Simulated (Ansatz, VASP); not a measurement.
## One calculation of Ce, two programs

```
Ce
1.0
    -1.94330    1.94330    1.94330
     1.94330   -1.94330    1.94330
     1.94330    1.94330   -1.94330
Ce
1
Direct
  0.00000 0.00000 0.00000
```

This isn't the form of Ce at room conditions, which is fcc.

Alike in both runs: task single point; functional PBE; k mesh 10 × 10 × 10; occupations fermi-dirac, width 0.05 eV; no spin polarisation.

|  | VASP | Ansatz |
| --- | --- | --- |
| version | VASP 6.6.1 | Ansatz 0.2.0 |
| potentials or method | VASP PAW PBE potentials, release 64 (Ce) | Ansatz PAW |
| plane-wave cutoff (eV) | 520 | 420 |
| valence electrons in the cell | 12 | 12 |

```tsv
	VASP	Ansatz	Ansatz less VASP
gap on the k mesh at the Fermi level (eV)	none	none	-
pressure (GPa)	-2.1	-2.1	+0.05
```

A gap of «none» marks a metal or a gap that the smearing closes. With one functional, cell and mesh, what is left measures potentials, basis and numerics.

The runs have no spin-orbit coupling, so splittings on Ce are missing. Spin polarisation is off, so any magnetic state and its effect on volume and gap are missing.
